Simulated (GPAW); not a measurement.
Au: equation of state with M06-L

Crystal: Au.

```xyz
1
Lattice="0.0000 2.0350 2.0350 2.0350 0.0000 2.0350 2.0350 2.0350 0.0000" Properties=species:S:1:pos:R:3 pbc="T T T"
Au    0.0000    0.0000    0.0000
```

* Program: GPAW 26.7.0
* Task: equation of state
* Functional: M06-L
* Potentials or basis: GPAW PAW data sets (gpaw-data 1.2.1)
* Cutoff: 600 eV
* Basis: pw
* k mesh: 11 × 11 × 11
* Occupations: fermi-dirac, width 0.05 eV
* Spin: no spin polarisation
* Maxiter: 150
* Eos scales: [0.94, 0.96, 0.98, 1.0, 1.02, 1.04, 1.06]

- Equilibrium volume: 17.96 Å³/atom (rough: see the caveat)
- Bulk modulus: 117 GPa (rough)

Energy against volume, from the lowest point:
```csv
volume (Å³/atom),energy (meV/atom)
15.843,119.07
16.181,80.46
16.518,50.61
16.855,28.44
17.192,13.06
17.529,3.85
17.866,0.00
```

Run time: 10 min on 1 thread of Arm Neoverse V1, with other jobs on the host, peak memory 0.72 GiB.

Caveat: with this Au data set, volumes or pressures lay over 1.5 % or 2 GPa off other programs in two to four cells of ten; the minimum lies outside the volumes run; the PAW data sets were made with another functional, which shifts forces and pressure a little. The run has no spin-orbit coupling, so splittings on Au are missing.
